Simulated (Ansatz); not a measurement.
# AlAs at 50 GPa: from Born charge to LO–TO splitting and polaron coupling

All numbers below come from DFT LDA, scalar-relativistic, plane waves, PAW (Ansatz). Settings: 420 eV plane-wave cutoff, Γ-centred 12×12×12 mesh, fixed occupations. No spin polarisation. Phonons by linear response, acoustic sum rule imposed.

The cell, relaxed at 50 GPa:
```
CELL_PARAMETERS angstrom
0.00000 2.51819 2.51819
2.51819 0.00000 2.51819
2.51819 2.51819 0.00000
ATOMIC_POSITIONS crystal
Al 0.00000 0.00000 0.00000
As 0.75000 0.75000 0.75000
```

Other phases may be more stable at this pressure. The bands were filled as in an insulator; under compression the gap may have closed between mesh points.

Linear response gives ν_TO = 521.2 cm⁻¹, Born charges ±1.957 e (positive on Al) and ε∞ = 8.899. The primitive cell holds 31.937 Å³, and the masses are 26.982 and 74.922 amu.

Task: Find ν_LO and the static dielectric constant.

Result: The long-wave field adds a restoring force: ω_LO² − ω_TO² = Z*²e²/(ε_vac ε∞ μV). In these units ν_LO² − ν_TO² = 4.92064×10⁷ Z*²/(μ V ε∞) cm⁻², with μ = m₁m₂/(m₁ + m₂) = 19.837 amu: 33429 cm⁻². So ν_LO = √(521.2² + 33429) = 552.3 cm⁻¹, and the run gives 552.3. Lyddane–Sachs–Teller then gives ε0 = ε∞ (ν_LO/ν_TO)² = 9.99, against 9.99 in the run (it forms both from the same three quantities, so the match checks the arithmetic only). Between ν_TO and ν_LO the dielectric function is negative and an undamped crystal reflects fully: a reststrahlen band from 18.1 to 19.2 μm.

Task: What do the Clausius–Mossotti polarisability and the Szigeti charge come to?

Result: With the Lorentz local field, α = (3V/4π)(ε∞ − 1)/(ε∞ + 2) = 5.53 Å³ for the pair, and e_S = 3Z*/(ε∞ + 2) = 0.54 e. The Born charge includes the electrons' response to the dipole's own local field, and e_S takes that enhancement out. The Lorentz field assumes point-like polarisable ions, a poor picture once ε∞ is this large, since the electron clouds then overlap or are shared, so both numbers are formal here.

Task: How strongly does a slow electron couple to the LO mode?

Result: For one isotropic parabolic band, Fröhlich's constant is α_F = (1/ε∞ − 1/ε0) √(m* Ry/ħω_LO), with Ry = 13.606 eV, ħω_LO = 68.5 meV and m* in free-electron masses: α_F = 0.0123 × 14.10 × √m* = 0.17 √m*. The band mass isn't part of this run; for m* = 0.1, 0.3 and 1 it gives 0.05, 0.10, 0.17. In weak coupling the polaron lies α_F ħω_LO below the band edge (7 meV at m* = 0.3) with a mass m*(1 + α_F/6); past α_F of about 5 or 6 that expansion fails. A semilocal functional's ε∞ tends to be too large, which taken alone lowers α_F.

Cost: 1 run of about 2.8 core-minutes, on Arm Neoverse N1 (shared hosts).

With its bands filled as in an insulator, zincblende AlAs at 50 GPa responds as a polar covalent crystal, with short-range bond forces setting most of the optical-phonon frequency and the macroscopic field adding only a modest stiffening, from 521.2 to 552.3 cm⁻¹; whether a gap really survives at this pressure was not established. The Born charge of 1.957 e lies well below the formal trivalent charge of Al because the sp³ bonding electrons are shared with As and redistribute as the sublattices move. It measures this dynamical response, not a static charge transfer.

Strong electronic screening (ε∞ = 8.899) weakens the field further, and the stiff lattice polarises little, so ε0 rises only to 9.99. The same small lattice contribution keeps the Fröhlich coupling weak for ordinary band masses. In zincblende AlAs the lowest conduction valleys lie near X and are anisotropic, so a single isotropic mass is only a rough guide to the electron polaron there. Weak polar coupling doesn't by itself imply high mobility, since deformation-potential and intervalley scattering are separate channels.
